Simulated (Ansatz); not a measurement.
S (Fm-3m), clamped-ion strain scan

The calculation used Ansatz, DFT PBE+D3(BJ), scalar-relativistic, plane waves, PAW. The runs took a 420 eV cutoff, a Γ-centred 20×20×20 mesh and Gaussian smearing (0.15 eV). No spin polarisation. Energies are free energies at this smearing, counted from the undisturbed cell; pressure is positive in compression.

Reference structure (as given, not relaxed at this level; it stands at -3.9 GPa; this fcc form isn't the usual structure):

```yaml
crystal:
  lattice:
    - [0.00000, 1.99435, 1.99435]
    - [1.99435, 0.00000, 1.99435]
    - [1.99435, 1.99435, 0.00000]
  atoms:
    - { symbol: S, position: [0.00000, 0.00000, 0.00000] }
```

The cell is strained by ε times the Voigt pattern (1, 0, 0, 0, 0, 0) (xx, yy, zz, yz, xz, xy; engineering shear) with fractional coordinates fixed. The cell is metallic on the mesh throughout.

| ε | ΔE (meV/atom) | stress summed along the pattern (GPa, tension positive) | pressure (GPa) |
| --- | --- | --- | --- |
| -0.0400 | ? | ? | -0.7 |
| -0.0300 | -10.8 | 3.33 | -1.5 |
| -0.0200 | -7.4 | 3.54 | -2.4 |
| 0.0000 | 0.0 | 3.88 | -3.9 |
| 0.0100 | ? | ? | -4.6 |
| 0.0200 | 7.8 | 4.03 | -5.2 |
| 0.0300 | 11.9 | 4.12 | -5.8 |
| 0.0400 | 16.0 | 4.21 | -6.4 |

Question: Give the withheld values.

Answer: ΔE (meV/atom) at ε = -0.0400: -14.0; stress summed along the pattern (GPa, tension positive) at ε = -0.0400: 3.09; ΔE (meV/atom) at ε = 0.0100: 3.9; stress summed along the pattern (GPa, tension positive) at ε = 0.0100: 3.96.